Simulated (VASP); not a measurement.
# Pm (Fm-3m) in VASP: a series of runs

Runs on Pm. Level: LDA. Tasks: single point.

Everything below comes from runs of VASP 6.6.1. Logs are shortened: lines on timing, memory, paths and dates and some standing lists are left out, and cuts for length are marked.

### 1 Starting point

Symmetry: Fm-3m, No. 225, cubic system. Conventional cell: a = 5.168 Å, b = 5.168 Å, c = 5.168 Å, α = 90.00°, β = 90.00°, γ = 90.00°. Around Pm (site symmetry m-3m) lie 12 Pm at 3.65 Å.

This isn't the form of Pm at room conditions, which is double hcp.

### 2 Single point, LDA, collinear spin, ferromagnetic start

INCAR reads:

```
PREC     = Accurate       # precision mode
ENCUT    = 350            # plane-wave cutoff, eV
EDIFF    = 1E-6           # SCF threshold, eV
ISMEAR   = -1             # smearing method
SIGMA    = 0.2            # smearing width, eV
LREAL    = F              # projectors in reciprocal space
LASPH    = T              # aspherical terms in the spheres
NELM     = 100            # most SCF steps
ALGO     = Normal         # electronic algorithm
ISIF     = 2              # what is computed and relaxed
LWAVE    = F              # write WAVECAR
LCHARG   = F              # write CHGCAR
ISPIN    = 2              # spin polarisation
MAGMOM   = 4              # initial moments
LORBIT   = 11             # projections on sites
LMAXMIX  = 6              # l up to which the mixer works
GGA      = CA             # functional
NBANDS   = 18             # bands
ADDGRID  = F
```

KPOINTS reads:

```
Automatic mesh
0
Gamma
  9 9 9
```

POSCAR reads:

```
Pm
1.0
   -0.0555010000      2.5655700000      2.5293400000
    2.5242190000     -0.0080540000      2.4818930000
    2.6229240000      2.6168280000     -0.1067590000
Pm
1
Direct
    0.0077670000      0.0042080000     -0.0216400000
```

Potentials or basis: VASP PAW PBE potentials, release 64 (Pm).

On the command line:

```bash
cat potpaw_PBE.64/Pm/POTCAR > POTCAR
mpirun -np 1 vasp_std > vasp.out
```

OUTCAR:

```text
PREC = Accurate
   ENCUT = 350
   EDIFF = 1E-6
   ISMEAR = -1
   LREAL = F
   LASPH = T
   NELM = 100
   ISIF = 2
   ISPIN = 2
   LORBIT = 11
   GGA = CA

 Found    365 irreducible k-points:

 Following reciprocal coordinates:
            Coordinates               Weight
  0.000000  0.000000  0.000000      1.000000
  0.111111  0.000000  0.000000      2.000000
  0.222222  0.000000  0.000000      2.000000
  0.333333 -0.000000  0.000000      2.000000
  0.444444  0.000000  0.000000      2.000000
  0.000000  0.111111 -0.000000      2.000000
   k-points           NKPTS =    365   k-points in BZ     NKDIM =    365   number of bands    NBANDS=     18
   number of dos      NEDOS =    301   number of ions     NIONS =      1
   total plane-waves  NPLWV =  13824
   dimension x,y,z NGX =    24 NGY =   24 NGZ =   24
   dimension x,y,z NGXF=    48 NGYF=   48 NGZF=   48
   ions per type =               1
   NGX,Y,Z   is equivalent  to a cutoff of  11.07, 11.27, 10.76 a.u.
   NGXF,Y,Z  is equivalent  to a cutoff of  22.15, 22.54, 21.53 a.u.
 SYSTEM =  unknown system
   PREC   = accura    normal or accurate (medium, high low for compatibility)
   ISTART =      0    job   : 0-new  1-cont  2-samecut
   ICHARG =      2    charge: 1-file 2-atom 10-const
   ISPIN  =      2    spin polarized calculation?
   LNONCOLLINEAR =      F non collinear calculations
   LSORBIT =      F    spin-orbit coupling
   LASPH  =      T    aspherical Exc in radial PAW
   ENCUT  =  350.0 eV  25.72 Ry    5.07 a.u.   5.50  5.40  5.65*2*pi/ulx,y,z
   NELM   =    100;   NELMIN=  2; NELMDL= -5     # of ELM steps
   EDIFF  = 0.1E-05   stopping-criterion for ELM
[... 19 lines left out ...]
     AMIX_MAG =   1.60;   BMIX_MAG =  1.00
  volume/ion in A,a.u.               =      34.51       232.91
  Fermi-wavevector in a.u.,A,eV,Ry     =   1.240052  2.343359 20.922083  1.537730
  Thomas-Fermi vector in A             =   2.374509
   LORBIT       =     11    0 simple, 1 ext, 2 COOP (PROOUT), +10 PAW based schemes
[... 5 lines left out ...]
   LRPA    =     F    only Hartree local field effects (RPA)
 spin polarized calculation
  energy-cutoff  :      350.00
  volume of cell :       34.51
 maximum number of plane-waves:       532
 NGX is ok and might be reduce to    24

 number of electron      15.0000000 magnetization       5.0901094

 Free energy of the ion-electron system (eV)
  ---------------------------------------------------
  ext. energy  EPLUGINS =         0.00000000
  ---------------------------------------------------
  free energy    TOTEN  =        -8.45985374 eV

  energy without entropy =       -7.52478259  energy(sigma->0) =       -7.99231816

 E-fermi :   5.5652     XC(G=0): -10.0593

 val. band max:        5.5649679995   @ k =  -0.1111  -0.4444   0.4444
 cond. band min:       5.5652336861   @ k =  -0.1111   0.0000   0.4444
 fundamental gap:      0.0002656866
 Fermi energy:         5.5651664938

 spin component 1

 k-point     1 :       0.0000    0.0000    0.0000
  band No.  band energies     occupation
      1     -32.8901      1.00000
      2     -12.9710      1.00000
      3     -12.9113      1.00000
      4     -12.8653      1.00000
      5       1.4319      1.00000
      6       5.1129      0.90562
      7       5.2960      0.79344
      8       5.3299      0.76431
      9       5.3611      0.73499
     10       5.5808      0.48042
     11       5.5916      0.46696
     12       5.6133      0.44010
     13       6.8542      0.00159
     14       7.2583      0.00021
     15       7.7087      0.00002
     16       9.6364      0.00000
     17       9.8484      0.00000
     18      14.8884      0.00000

 k-point     2 :       0.1111    0.0000    0.0000
  band No.  band energies     occupation
      1     -32.8770      1.00000
      2     -13.0606      1.00000
      3     -12.9670      1.00000
      4     -12.8836      1.00000
      5       1.7782      1.00000
      6       5.0937      0.91350
      7       5.2960      0.79343
      8       5.3288      0.76523
      9       5.3743      0.72203
     10       5.5236      0.55179
     11       5.5511      0.51755
     12       5.6014      0.45486
     13       6.9138      0.00118
     14       7.1741      0.00032
     15       7.9136      0.00001
     16       9.4960      0.00000
     17       9.6932      0.00000
     18      15.5266      0.00000

 k-point     3 :       0.2222    0.0000    0.0000
  band No.  band energies     occupation
      1     -32.8436      1.00000
      2     -13.3803      1.00000
      3     -13.0004      1.00000
      4     -12.9282      1.00000
      5       2.6266      1.00000
      6       5.0866      0.91629
      7       5.2638      0.81863
      8       5.3531      0.74276
      9       5.4027      0.69259
     10       5.4411      0.65029
     11       5.4683      0.61878
     12       5.6025      0.45344
     13       6.6668      0.00404
     14       7.2646      0.00020
     15       8.1249      0.00000
     16       9.5308      0.00000
     17       9.7723      0.00000
     18      15.2523      0.00000

 k-point     4 :       0.3333   -0.0000    0.0000
  band No.  band energies     occupation
      1     -32.8049      1.00000
      2     -13.7248      1.00000
      3     -13.0340      1.00000
      4     -12.9777      1.00000
      5       3.3738      0.99998
      6       5.1826      0.87131
      7       5.2746      0.81042
      8       5.3368      0.75799
      9       5.3640      0.73220
     10       5.4663      0.62116
     11       5.4951      0.58670
     12       5.6052      0.45014
     13       6.7285      0.00297
     14       7.0346      0.00064
     15       7.8641      0.00001
     16      10.2332      0.00000
     17      10.6894      0.00000
     18      14.4292      0.00000

 k-point     5 :       0.4444    0.0000    0.0000
  band No.  band energies     occupation
      1     -32.7799      1.00000
      2     -13.9384      1.00000
      3     -13.0559      1.00000
      4     -13.0091      1.00000
      5       3.5980      0.99995
      6       5.1531      0.88697
      7       5.3062      0.78501
      8       5.3289      0.76521
      9       5.4249      0.66853
     10       5.5359      0.53651
     11       5.5460      0.52396
     12       5.6070      0.44784
     13       6.7509      0.00265
     14       7.3417      0.00014
     15       7.6020      0.00004
     16      11.0356      0.00000
     17      11.6675      0.00000
     18      14.2970      0.00000

 k-point     6 :       0.0000    0.1111   -0.0000
  band No.  band energies     occupation
      1     -32.8748      1.00000
      2     -13.0362      1.00000
      3     -12.9786      1.00000
      4     -12.9137      1.00000
      5       1.7980      1.00000
      6       5.0921      0.91413
      7       5.3084      0.78312
      8       5.3250      0.76865
      9       5.3652      0.73098
     10       5.5197      0.55661
     11       5.5437      0.52684
     12       5.5887      0.47059
     13       7.0657      0.00055
     14       7.2197      0.00026
     15       7.7650      0.00002
     16       9.4333      0.00000
     17       9.6319      0.00000
     18      15.5591      0.00000

 [... further k-points ...]

 spin component 2

 k-point     1 :       0.0000    0.0000    0.0000
  band No.  band energies     occupation
      1     -30.9414      1.00000
      2     -11.4018      1.00000
      3     -11.3333      1.00000
      4     -11.2812      1.00000
      5       2.1389      1.00000
      6       7.6831      0.00003
      7       7.7518      0.00002
      8       8.0789      0.00000
      9       8.1117      0.00000
     10       8.1273      0.00000
     11       8.1735      0.00000
     12       8.5706      0.00000
     13       8.5789      0.00000
     14       8.5941      0.00000
     15       8.6254      0.00000
     16      10.5475      0.00000
     17      10.7692      0.00000
     18      15.9038      0.00000

 k-point     2 :       0.1111    0.0000    0.0000
  band No.  band energies     occupation
      1     -30.9265      1.00000
      2     -11.5037      1.00000
      3     -11.3962      1.00000
      4     -11.3014      1.00000
      5       2.4983      1.00000
      6       7.3065      0.00017
      7       7.8043      0.00001
      8       8.0459      0.00000
      9       8.1126      0.00000
     10       8.1763      0.00000
     11       8.3086      0.00000
     12       8.3820      0.00000
     13       8.6049      0.00000
     14       8.6345      0.00000
     15       8.9679      0.00000
     16      10.4411      0.00000
     17      10.6370      0.00000
     18      16.5035      0.00000

 k-point     3 :       0.2222    0.0000    0.0000
  band No.  band energies     occupation
      1     -30.8883      1.00000
      2     -11.8639      1.00000
      3     -11.4338      1.00000
      4     -11.3506      1.00000
      5       3.3711      0.99998
      6       6.8994      0.00127
      7       7.7930      0.00001
      8       7.9683      0.00001
      9       8.1315      0.00000
     10       8.1916      0.00000
     11       8.2578      0.00000
     12       8.4999      0.00000
     13       8.6085      0.00000
     14       8.6776      0.00000
     15       9.1484      0.00000
     16      10.5431      0.00000
     17      10.7859      0.00000
     18      16.0723      0.00000

 k-point     4 :       0.3333   -0.0000    0.0000
  band No.  band energies     occupation
      1     -30.8443      1.00000
      2     -12.2483      1.00000
      3     -11.4710      1.00000
      4     -11.4050      1.00000
      5       4.1305      0.99923
      6       7.0701      0.00054
      7       7.6694      0.00003
      8       7.8678      0.00001
      9       8.1514      0.00000
     10       8.2142      0.00000
     11       8.2364      0.00000
     12       8.5654      0.00000
     13       8.6124      0.00000
     14       8.6199      0.00000
     15       8.8646      0.00000
     16      11.2472      0.00000
     17      11.7288      0.00000
     18      15.3116      0.00000

 k-point     5 :       0.4444    0.0000    0.0000
  band No.  band energies     occupation
      1     -30.8154      1.00000
      2     -12.4855      1.00000
      3     -11.4954      1.00000
      4     -11.4397      1.00000
      5       4.3509      0.99770
      6       7.5223      0.00006
      7       7.5895      0.00004
      8       7.9086      0.00001
      9       8.1629      0.00000
     10       8.2017      0.00000
     11       8.3253      0.00000
     12       8.4928      0.00000
     13       8.5552      0.00000
     14       8.6154      0.00000
     15       8.7892      0.00000
     16      12.0286      0.00000
     17      12.7073      0.00000
     18      15.2495      0.00000

 k-point     6 :       0.0000    0.1111   -0.0000
  band No.  band energies     occupation
      1     -30.9241      1.00000
      2     -11.4747      1.00000
      3     -11.4098      1.00000
      4     -11.3353      1.00000
      5       2.5174      1.00000
      6       7.3886      0.00011
      7       7.7594      0.00002
      8       8.0787      0.00000
      9       8.0975      0.00000
     10       8.1509      0.00000
     11       8.1974      0.00000
     12       8.5321      0.00000
     13       8.5878      0.00000
     14       8.6601      0.00000
     15       8.9072      0.00000
     16      10.3854      0.00000
     17      10.5816      0.00000
     18      16.5171      0.00000

 [... further k-points ...]
[... 5 lines left out ...]
  --------------------------------------------------------------------------------------
  -------------------------------------------------------------------------------------
  Total       -0.5740248     -0.5815082     -0.5381589     -0.0625448      0.0900404      0.2340139
  in kB      -26.6468276    -26.9942131    -24.9818953     -2.9033940      4.1797667     10.8631668
  external PRESSURE =     -26.2076453 kB  Pullay stress =       0.0000000 kB

 VOLUME and BASIS-vectors are now :
 -----------------------------------------------------------------------------
  energy-cutoff  :      350.00
  volume of cell :       34.51
      direct lattice vectors                 reciprocal lattice vectors
    -0.055501000  2.565570000  2.529340000    -0.188150331  0.196421533  0.191996440
     2.524219000 -0.008054000  2.481893000     0.199708474 -0.192047705  0.199180755
     2.622924000  2.616828000 -0.106759000     0.185079531  0.188976904 -0.187622612

 POSITION                                       TOTAL-FORCE (eV/Angst)
 -----------------------------------------------------------------------------------
      2.57635      2.58009     -0.07436        -0.000000      0.000000      0.000000
 -----------------------------------------------------------------------------------
    total drift:                                0.000009     -0.000002      0.000001

  FREE ENERGIE OF THE ION-ELECTRON SYSTEM (eV)
  ---------------------------------------------------
  free  energy   TOTEN  =        -8.4598537396 eV

  energy  without entropy=       -7.5247825894  energy(sigma->0) =       -7.99231816

 total charge

# of ion       s       p       d       f       tot
--------------------------------------------------
    1        2.038   5.496   0.503   4.384  12.421

 magnetization (x)

# of ion       s       p       d       f       tot
--------------------------------------------------
    1       -0.000   0.018   0.163   4.365   4.547
```

Run time: 1.7 min. Hardware: 1 thread of Intel Xeon 6975P-C (Granite Rapids), shared host; peak memory 0.3 GiB.

The run converged, but some of its settings lie outside the range that counts as converged, so its numbers aren't taken as properties of the crystal.

Results:

- Free energy: -8.4599 eV
- Band gap on the k mesh: none (metal or under the smearing width)
- Net moment: 5.09 μB per cell
- Site moments: Pm +4.55 μB
- Valence electrons inside the program's atomic spheres: Pm 12.42

Caveat: the cutoff is under 1.25 times the usual one of these potentials, so pressure, stress and relaxed cells hold a basis-set (Pulay) error; the magnetic or orbital state may not be the lowest; the PAW data sets were made with another functional, which shifts forces and pressure a little; spin-orbit coupling is left out, which moves the levels of the heavy elements.

### 3 Single point, LDA, collinear spin, ferromagnetic start

This run uses another cell than the first one, of the same volume but with other edges.

Edit INCAR of step 2 so:

```diff
@@ -1,3 +1,3 @@
 PREC     = Accurate       # precision mode
-ENCUT    = 350            # plane-wave cutoff, eV
+ENCUT    = 450            # plane-wave cutoff, eV
 EDIFF    = 1E-6           # SCF threshold, eV
```

KPOINTS reads:

```
Automatic mesh
0
Gamma
  8 8 8
```

POSCAR reads:

```
Pm
1.0
    0.0000000000      2.5841748100      2.5841748100
    2.5841748100      0.0000000000      2.5841748100
    2.5841748100      2.5841748100      0.0000000000
Pm
1
Direct
    0.0000000000      0.0000000000      0.0000000000
```

Potentials or basis: VASP PAW PBE potentials, release 64 (Pm).

On the command line:

```bash
cat potpaw_PBE.64/Pm/POTCAR > POTCAR
mpirun -np 1 vasp_std > vasp.out
```

Wall time 21 s (1 thread of Intel Xeon 6975P-C (Granite Rapids), shared host); peak memory 0.17 GiB.

The run converged, but some of its settings lie outside the range that counts as converged, so its numbers aren't taken as properties of the crystal.

Results:

* Free energy: -8.4755 eV
* Pressure: -2.6 GPa
* Band gap on the k mesh: none (metal or under the smearing width)
* Net moment: 5.09 μB per cell
* Site moments: Pm +4.56 μB
* Valence electrons inside the program's atomic spheres: Pm 12.41

Caveat: the magnetic or orbital state may not be the lowest; the PAW data sets were made with another functional, which shifts forces and pressure a little; spin-orbit coupling is left out, which moves the levels of the heavy elements.

### 4 Single point, LDA, collinear spin, ferromagnetic start

INCAR is that of step 3.

KPOINTS is that of step 3.

POSCAR reads:

```
Pm
1.0
   -0.0555010000      2.5655700000      2.5293400000
    2.5242190000     -0.0080540000      2.4818930000
    2.6229240000      2.6168280000     -0.1067590000
Pm
1
Direct
    0.0077670000      0.0042080000     -0.0216400000
```

On the command line:

```bash
cat potpaw_PBE.64/Pm/POTCAR > POTCAR
mpirun -np 1 vasp_std > vasp.out
```

It took 2.3 min on 1 thread of Intel Xeon 6975P-C (Granite Rapids), shared host; peak memory 0.31 GiB.

The run converged, but some of its settings lie outside the range that counts as converged, so its numbers aren't taken as properties of the crystal.

Results:

- Free energy: -8.4668 eV
- Pressure: -2.3 GPa
- Band gap on the k mesh: none (metal or under the smearing width)
- Net moment: 5.09 μB per cell
- Site moments: Pm +4.56 μB
- Valence electrons inside the program's atomic spheres: Pm 12.41

Caveat: the magnetic or orbital state may not be the lowest; the PAW data sets were made with another functional, which shifts forces and pressure a little; spin-orbit coupling is left out, which moves the levels of the heavy elements.

(Continued in part 2 of 2.)
